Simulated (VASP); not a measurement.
# Hf in VASP: work function with PBE

Aim: the work function of Hf with PBE.

Program: VASP 6.6.1. These are calculated values, not measurements. Logs are shortened: lines on timing, memory, paths and dates and some standing lists are left out, and cuts for length are marked.

## (1) The undisturbed slab

The cell holds a slab with vacuum, 7 atoms: a = 3.197 Å, b = 3.197 Å, c = 30.173 Å, α = 90.00°, β = 90.00°, γ = 120.00°.

The slab is cut from a database's or a generator's crystal, which needn't be the stable form of the element.

## (2) Work function, PBE (the (0 0 1) slab of Hf, cut from the database cell, not relaxed)

INCAR reads:

```
SYSTEM = Hf
PREC = Accurate ; ENCUT = 520
EDIFF = 1E-7 ; ISMEAR = 0
SIGMA = 0.05 ; LREAL = .FALSE.
LASPH = .TRUE. ; NELM = 100
ALGO = Normal ; ISIF = 2
LWAVE = .FALSE. ; LCHARG = .TRUE.
LDIPOL = .TRUE. ; IDIPOL = 3
DIPOL = 0.5 0.5 0.500 ; GGA = PE
LELF = .TRUE. ; LVHAR = .TRUE.
LVACPOTAV = .TRUE.
```

KPOINTS reads:

```
regular mesh
0
G
  10 10 1
  0 0 0
```

POSCAR reads:

```
Hf
1.0
    3.1966985242      0.0000000000      0.0000000000
   -1.5983492621      2.7684221302      0.0000000000
    0.0000000000      0.0000000000     30.1734000000
Hf
7
Direct
    0.6666666667      0.3333333334      0.2485633041
    0.3333333333      0.6666666666      0.3323755361
    0.6666666667      0.3333333334      0.4161877680
    0.3333333333      0.6666666666      0.5000000000
    0.6666666667      0.3333333334      0.5838122320
    0.3333333333      0.6666666666      0.6676244639
    0.6666666667      0.3333333334      0.7514366959
```

Potentials or basis: VASP PAW PBE potentials, release 64 (Hf_pv).

Launch:

```console
$ cat potpaw_PBE.64/Hf_pv/POTCAR > POTCAR
$ mpirun -np 1 vasp_std > vasp.out
```

OUTCAR:

```text
SYSTEM = Hf
   PREC = Accurate
   ENCUT = 520
   EDIFF = 1E-7
   ISMEAR = 0
   LREAL = .FALSE.
   LASPH = .TRUE.
   NELM = 100
   ISIF = 2
   GGA = PE

 ion  position               nearest neighbor table
   1  0.667  0.333  0.249-   2 3.13   2 3.13   2 3.13
   2  0.333  0.667  0.332-   3 3.13   3 3.13   3 3.13   1 3.13   1 3.13   1 3.13
   3  0.667  0.333  0.416-   2 3.13   2 3.13   2 3.13   4 3.13   4 3.13   4 3.13
   4  0.333  0.667  0.500-   3 3.13   5 3.13   3 3.13   5 3.13   3 3.13   5 3.13
   5  0.667  0.333  0.584-   6 3.13   6 3.13   6 3.13   4 3.13   4 3.13   4 3.13
   6  0.333  0.667  0.668-   5 3.13   5 3.13   5 3.13   7 3.13   7 3.13   7 3.13
   7  0.667  0.333  0.751-   6 3.13   6 3.13   6 3.13

  LATTYP: Found a hexagonal cell.
 ALAT       =     3.1966985242
 C/A-ratio  =     9.4389257453

  Lattice vectors:

 A1 = (   3.1966985242,   0.0000000000,   0.0000000000)
 A2 = (  -1.5983492621,   2.7684221302,   0.0000000000)
 A3 = (   0.0000000000,   0.0000000000,  30.1734000000)

Analysis of symmetry for initial positions (statically):
=====================================================================
 Subroutine PRICEL returns:
 Original cell was already a primitive cell.

 Routine SETGRP: Setting up the symmetry group for a
 hexagonal supercell.

 Subroutine GETGRP returns: Found 12 space group operations
 (whereof 12 operations were pure point group operations)
 out of a pool of 24 trial point group operations.

The static configuration has the point symmetry D_3h.

Analysis of symmetry for dynamics (positions and initial velocities):
=====================================================================
 Subroutine PRICEL returns:
 Original cell was already a primitive cell.

 Routine SETGRP: Setting up the symmetry group for a
 hexagonal supercell.

 Subroutine GETGRP returns: Found 12 space group operations
 (whereof 12 operations were pure point group operations)
 out of a pool of 24 trial point group operations.

The dynamic configuration has the point symmetry D_3h.

 Subroutine INISYM returns: Found 12 space group operations
 (whereof 12 operations are pure point group operations),
 and found     1 'primitive' translations

----------------------------------------------------------------------------------------

                                     Primitive cell

  volume of cell :     267.0289

  direct lattice vectors                    reciprocal lattice vectors
     3.196698524  0.000000000  0.000000000     0.312822743  0.180608295  0.000000000
    -1.598349262  2.768422130  0.000000000     0.000000000  0.361216589  0.000000000
     0.000000000  0.000000000 30.173400000     0.000000000  0.000000000  0.033141774

  length of vectors
     3.196698524  3.196698524 30.173400000     0.361216589  0.361216589  0.033141774

  position of ions in fractional coordinates (direct lattice)
     0.666666667  0.333333333  0.248563304
     0.333333333  0.666666667  0.332375536
     0.666666667  0.333333333  0.416187768
     0.333333333  0.666666667  0.500000000
     0.666666667  0.333333333  0.583812232
     0.333333333  0.666666667  0.667624464
     0.666666667  0.333333333  0.751436696

  ion indices of the primitive-cell ions
   primitive index   ion index
                 1           1
                 2           2
                 3           3
                 4           4
                 5           5
                 6           6
                 7           7

----------------------------------------------------------------------------------------

 KPOINTS: regular mesh

Automatic generation of k-mesh.
 Grid dimensions read from file:
 generate k-points for:   10   10    1

 Generating k-lattice:

  Cartesian coordinates                     Fractional coordinates (reciprocal lattice)
     0.031282274  0.018060829  0.000000000     0.100000000 -0.000000000  0.000000000
     0.000000000  0.036121659  0.000000000     0.000000000  0.100000000  0.000000000
     0.000000000  0.000000000  0.033141774     0.000000000  0.000000000  1.000000000

  Length of vectors
     0.036121659  0.036121659  0.033141774

  Shift w.r.t. Gamma in fractional coordinates (k-lattice)
     0.000000000  0.000000000  0.000000000

 Subroutine IBZKPT returns following result:
 ===========================================

 Found     14 irreducible k-points:

 Following reciprocal coordinates:
            Coordinates               Weight
  0.000000  0.000000  0.000000      1.000000
  0.100000 -0.000000  0.000000      6.000000
  0.200000 -0.000000  0.000000      6.000000
  0.300000  0.000000  0.000000      6.000000
  0.400000  0.000000  0.000000      6.000000
  0.500000  0.000000  0.000000      3.000000
  0.100000  0.100000  0.000000      6.000000
  0.200000  0.100000  0.000000     12.000000
  0.300000  0.100000  0.000000     12.000000
  0.400000  0.100000  0.000000     12.000000
  0.200000  0.200000  0.000000      6.000000
  0.300000  0.200000  0.000000     12.000000
  0.400000  0.200000  0.000000      6.000000
  0.300000  0.300000  0.000000      6.000000
   k-points           NKPTS =     14   k-points in BZ     NKDIM =     14   number of bands    NBANDS=     42
   number of dos      NEDOS =    301   number of ions     NIONS =      7
   total plane-waves  NPLWV = 129024
   dimension x,y,z NGX =    24 NGY =   24 NGZ =  224
   dimension x,y,z NGXF=    48 NGYF=   48 NGZF=  448
   ions per type =               7
   NGX,Y,Z   is equivalent  to a cutoff of  12.48, 12.48, 12.34 a.u.
   NGXF,Y,Z  is equivalent  to a cutoff of  24.96, 24.96, 24.68 a.u.
 SYSTEM =  Hf
   PREC   = accura    normal or accurate (medium, high low for compatibility)
   ISTART =      0    job   : 0-new  1-cont  2-samecut
   ICHARG =      2    charge: 1-file 2-atom 10-const
   ISPIN  =      1    spin polarized calculation?
   LNONCOLLINEAR =      F non collinear calculations
   LSORBIT =      F    spin-orbit coupling
   LASPH  =      T    aspherical Exc in radial PAW
   ENCUT  =  520.0 eV  38.22 Ry    6.18 a.u.   5.94  5.94 56.10*2*pi/ulx,y,z
   NELM   =    100;   NELMIN=  2; NELMDL= -5     # of ELM steps
   EDIFF  = 0.1E-06   stopping-criterion for ELM
   LREAL  =      F    real-space projection
   EDIFFG = 0.1E-05   stopping-criterion for IOM
   NSW    =      0    number of steps for IOM
   IBRION =     -1    ionic relax: 0-MD 1-quasi-New 2-CG
   NFREE  =      0    steps in history (QN), initial steepest desc. (CG)
   ISIF   =      2    stress and relaxation
   ISYM   =      2    0-nonsym 1-usesym 2-fastsym
   POTIM  = 0.5000    time-step for ionic-motion
   TEBEG  =    0.0;   TEEND  =   0.0 temperature during run
   PSTRESS=    0.0 pullay stress
   NELECT =      70.0000    total number of electrons
   NUPDOWN=      -1.0000    fix difference up-down
   EMIN   =  10.00;   EMAX   =-10.00  energy-range for DOS
   EFERMI =   0.00;   METHOD = LEGACY
   ISMEAR =     0;   SIGMA  =   0.05  broadening in eV -4-tet -1-fermi 0-gaus
   EFERMI_NEDOS =   21; number of points for ismear=-14 and -15
   IALGO  =     38    algorithm
   IMIX   =      4    mixing-type and parameters
     AMIX     =   0.40;   BMIX     =  1.00
     AMIX_MAG =   1.60;   BMIX_MAG =  1.00
  volume/ion in A,a.u.               =      38.15       257.43
  Fermi-wavevector in a.u.,A,eV,Ry     =   1.047743  1.979947 14.936005  1.097765
  Thomas-Fermi vector in A             =   2.182636
   LORBIT       =      0    0 simple, 1 ext, 2 COOP (PROOUT), +10 PAW based schemes
   GGA     = PE    functional components
   LHFCALC =     F    Hartree Fock is set to
   AEXX    =    0.0000 exact exchange contribution
   IVDW    =     0    specifies the selected vdW correction
   LEPSILON=     F    determine dielectric tensor
   LRPA    =     F    only Hartree local field effects (RPA)
 non-spin polarized calculation
 Gauss-broadening in eV      SIGMA  =   0.05
  energy-cutoff  :      520.00
  volume of cell :      267.03
 maximum number of plane-waves:      7254
 NGX is ok and might be reduce to    24
   NGX = 11   NGY = 11   NGZ =113

 dipolmoment           0.000000      0.000000      0.000000 electrons x Angstroem

 number of electron      70.0000014 magnetization

 dipolmoment           0.000000      0.000000     -0.000000 electrons x Angstroem

 Free energy of the ion-electron system (eV)
  ---------------------------------------------------
  ext. energy  EPLUGINS =         0.00000000
  ---------------------------------------------------
  free energy    TOTEN  =       -67.44921700 eV

  energy without entropy =      -67.44338637  energy(sigma->0) =      -67.44630168

 E-fermi :   1.1774     XC(G=0):  -7.3114

 val. band max:        1.1675430201   @ k =   0.1000  -0.0000   0.0000
 cond. band min:       1.2237511449   @ k =   0.1000  -0.0000   0.0000
 fundamental gap:      0.0562081248
 Fermi energy:         1.1773607243

 k-point     1 :       0.0000    0.0000    0.0000
  band No.  band energies     occupation
      1     -29.9463      2.00000
      2     -29.9364      2.00000
      3     -29.7948      2.00000
      4     -29.5785      2.00000
      5     -29.3971      2.00000
      6     -29.3971      2.00000
[... 34 lines left out ...]
     41       2.3681      0.00000
     42       2.3815      0.00000

 k-point     2 :       0.1000   -0.0000    0.0000
  band No.  band energies     occupation
      1     -29.9304      2.00000
      2     -29.9231      2.00000
      3     -29.7799      2.00000
      4     -29.5799      2.00000
      5     -29.4616      2.00000
      6     -29.4503      2.00000
[... 34 lines left out ...]
     41       2.4348      0.00000
     42       2.4482      0.00000

 k-point     3 :       0.2000   -0.0000    0.0000
  band No.  band energies     occupation
      1     -29.8917      2.00000
      2     -29.8898      2.00000
      3     -29.7397      2.00000
      4     -29.6272      2.00000
      5     -29.6041      2.00000
      6     -29.5537      2.00000
[... 34 lines left out ...]
     41       2.3681      0.00000
     42       2.5507      0.00000

 k-point     4 :       0.3000    0.0000    0.0000
  band No.  band energies     occupation
      1     -29.8574      2.00000
      2     -29.8571      2.00000
      3     -29.7777      2.00000
      4     -29.7773      2.00000
      5     -29.6838      2.00000
      6     -29.6293      2.00000
[... 394 lines left out ...]
     41       1.8240      0.00000
     42       2.1610      0.00000

 k-point    13 :       0.4000    0.2000    0.0000
  band No.  band energies     occupation
      1     -29.8997      2.00000
      2     -29.8997      2.00000
      3     -29.8164      2.00000
      4     -29.8163      2.00000
      5     -29.7003      2.00000
      6     -29.6869      2.00000
[... 34 lines left out ...]
     41       1.7054      0.00000
     42       2.0193      0.00000

 k-point    14 :       0.3000    0.3000    0.0000
  band No.  band energies     occupation
      1     -29.8467      2.00000
      2     -29.8464      2.00000
      3     -29.8046      2.00000
      4     -29.8034      2.00000
      5     -29.7421      2.00000
      6     -29.7414      2.00000
[... 34 lines left out ...]
     41       1.4602      0.00000
     42       1.7054      0.00000

------------------------ aborting loop because EDIFF is reached ----------------------------------------

  FORCE on cell =-STRESS in cart. coord.  units (eV):
  Direction    XX          YY          ZZ          XY          YZ          ZX
  --------------------------------------------------------------------------------------
  -------------------------------------------------------------------------------------
  Total       -1.9220176     -1.9220176     -2.8822905     -0.0000000      0.0000000      0.0000000
  in kB      -11.5321347    -11.5321347    -17.2937863     -0.0000000      0.0000000      0.0000000
  external PRESSURE =     -13.4526853 kB  Pullay stress =       0.0000000 kB

 VOLUME and BASIS-vectors are now :
 -----------------------------------------------------------------------------
  energy-cutoff  :      520.00
  volume of cell :      267.03
      direct lattice vectors                 reciprocal lattice vectors
     3.196698524  0.000000000  0.000000000     0.312822743  0.180608295  0.000000000
    -1.598349262  2.768422130  0.000000000     0.000000000  0.361216589  0.000000000
     0.000000000  0.000000000 30.173400000     0.000000000  0.000000000  0.033141774

 POSITION                                       TOTAL-FORCE (eV/Angst)
 -----------------------------------------------------------------------------------
      1.59835      0.92281      7.50000        -0.000000      0.000000      0.661825
     -0.00000      1.84561     10.02890         0.000000     -0.000000     -0.780902
      1.59835      0.92281     12.55780        -0.000000     -0.000000      0.139821
     -0.00000      1.84561     15.08670         0.000000      0.000000      0.000000
      1.59835      0.92281     17.61560        -0.000000     -0.000000     -0.139821
     -0.00000      1.84561     20.14450         0.000000     -0.000000      0.780902
      1.59835      0.92281     22.67340        -0.000000      0.000000     -0.661825
 -----------------------------------------------------------------------------------
    total drift:                               -0.000000     -0.000000     -0.000000

  FREE ENERGIE OF THE ION-ELECTRON SYSTEM (eV)
  ---------------------------------------------------
  free  energy   TOTEN  =       -67.4492169958 eV

  energy  without entropy=      -67.4433863710  energy(sigma->0) =      -67.44630168

 vacuum level on the upper side and lower side of the slab         5.555         5.555
```

Wall time 8.7 min (1 thread of Intel Xeon 6975P-C (Granite Rapids), shared host); peak memory 0.41 GiB.

Results:

| Item | Value |
| --- | --- |
| Free energy | -67.4492 eV |
| Largest force | 0.781 eV/Å |
| Band gap on the k mesh | none (metal or under the smearing width) |
| Work function of the upper face | 4.38 eV |
| Work function of the lower face | 4.38 eV |

Forces in eV/Å, atoms in the order of the input:
```
Hf   0.000  0.000  0.662
Hf   0.000  0.000 -0.781
Hf   0.000  0.000  0.140
Hf   0.000  0.000  0.000
Hf   0.000  0.000 -0.140
Hf   0.000  0.000  0.781
Hf   0.000  0.000 -0.662
```

Levels at points of the mesh, in eV from the Fermi level:
| k point | band 33 | band 34 | band 35 | band 36 | band 37 | band 38 |
| --- | --- | --- | --- | --- | --- | --- |
| (0.00, 0.00, 0.00) | 0.56 | 0.57 | 1.03 | 1.03 | 1.03 | 1.05 |
| (0.50, 0.00, 0.00) | -1.05 | -0.94 | 0.22 | 0.33 | 0.94 | 1.07 |

Spin-orbit coupling is left out, which matters for the levels of Hf.
